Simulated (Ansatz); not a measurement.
Set up this calculation in Ansatz 0.2.0, as the native input.

| Property | Result |
| --- | --- |
| Task | single point |
| Functional | PBE |
| Potentials or basis | Ansatz PAW |
| Cutoff | 420 eV (not typed: the program's choice for these potentials) |
| k mesh | 9 × 9 × 9 |
| Occupations | fermi-dirac, width 0.05 eV |
| Spin | no spin polarisation |

The system is Se.

```
Se
1.0
     2.81056    0.00000    0.00000
     0.00000    2.81056    0.00000
     0.00000    0.00000    2.81056
Se
1
Cartesian
  0.0000 0.0000 0.0000
```

This isn't the form of Se at room conditions, which is trigonal, of chains.

These files were run (other wordings do the same):

input.yaml

```yaml
crystal:
  lattice:
    - [2.81056302, 0.0, 0.0]
    - [0.0, 2.81056302, 0.0]
    - [0.0, 0.0, 2.81056302]
  atoms:
    - { symbol: Se, position: [0.0, 0.0, 0.0] }
hamiltonian:
  xc: pbe
  pseudopotentials: { kind: paw }
kpoints:
  mp_grid: { grid: [9, 9, 9] }
scf:
  occupations: { method: fermi_dirac, width: 0.05 }
output:
  forces: true
  stress: true
  eigenvalues: true
```

Potentials or basis: Ansatz PAW.

The run is started by

```bash
$ ansatz run input.yaml --threads 2 --pin off --max-ram 5632MiB --backend cpu --events-out ev --progress --plain --runs-dir out
```

Results of the run:

```yaml
Pressure: 2.0 GPa
Band_gap_on_the_k_mesh: none (metal or under the smearing width)
```

Wall time 0.45 s on 2 threads of Arm Neoverse V1, with other jobs on the host, peak memory 0.26 GiB.
